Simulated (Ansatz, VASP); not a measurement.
**Two plane-wave programs on Ca**

INCAR

```
SYSTEM = Ca
ALGO = Normal ; EDIFF = 1E-7
ENCUT = 520 ; GGA = PE
ISIF = 2 ; ISMEAR = 0
LASPH = .TRUE. ; LCHARG = .FALSE.
LREAL = .FALSE. ; LWAVE = .FALSE.
NBANDS = 28 ; NELM = 100
PREC = Accurate ; SIGMA = 0.1
```

File KPOINTS:

```
k-points
0
G
  8 8 8
  0 0 0
```

File POSCAR:

```
Ca
1.0
   -3.7561555887      3.7561555887      3.6936112031
    3.7561555887     -3.7561555887      3.6936112031
    3.7561555887      3.7561555887     -3.6936112031
Ca
4
Direct
    0.8053049014      0.6946950986      0.5000000000
    0.1946950986      0.3053049014      0.5000000000
    0.3053049014      0.8053049014      0.1106098029
    0.6946950986      0.1946950986      0.8893901971
```

Input for Ansatz:

```yaml
crystal:
  lattice:
    - [-3.7561555887, 3.7561555887, 3.6936112031]
    - [3.7561555887, -3.7561555887, 3.6936112031]
    - [3.7561555887, 3.7561555887, -3.6936112031]
  atoms:
    - { symbol: Ca, position: [0.8053049014, 0.6946950986, 0.5] }
    - { symbol: Ca, position: [0.1946950986, 0.3053049014, 0.5] }
    - { symbol: Ca, position: [0.3053049014, 0.8053049014, 0.1106098029] }
    - { symbol: Ca, position: [0.6946950986, 0.1946950986, 0.8893901971] }
basis:
  ecutwfc: 420
kpoints:
  mp_grid: { grid: [8, 8, 8] }
hamiltonian:
  xc: pbe
scf:
  occupations: { method: gaussian, width: 0.1 }
output:
  forces: true
  stress: true
  eigenvalues: true
  populations: true
```

Alike in both runs: task single point; functional PBE; k mesh 8 × 8 × 8; occupations gaussian, width 0.1 eV; no spin polarisation.

```csv
,VASP,Ansatz
version,VASP 6.6.1,Ansatz 0.2.0
potentials or method,"VASP PAW PBE potentials, release 64 (Ca_sv)","scalar-relativistic, plane waves, PAW"
plane-wave cutoff (eV),520,420
valence electrons in the cell,40,40
```

|  | VASP | Ansatz | Ansatz less VASP |
| --- | --- | --- | --- |
| gap on the k mesh at the Fermi level (eV) | none | none | - |
| pressure (GPa) | -1.7 | -1.7 | 0.00 |
| largest component of the traceless stress (GPa) | 0.86 | 0.86 | -0.002 |
| rms of the force components (eV/Å) | 0.206 | 0.206 | +0.0001 |

Atom by atom the forces differ by 0.000 eV/Å (rms over components). A gap of «none» marks a metal or a gap that the smearing closes. The functional is the same, so the differences come from potentials, cutoffs and numerics.
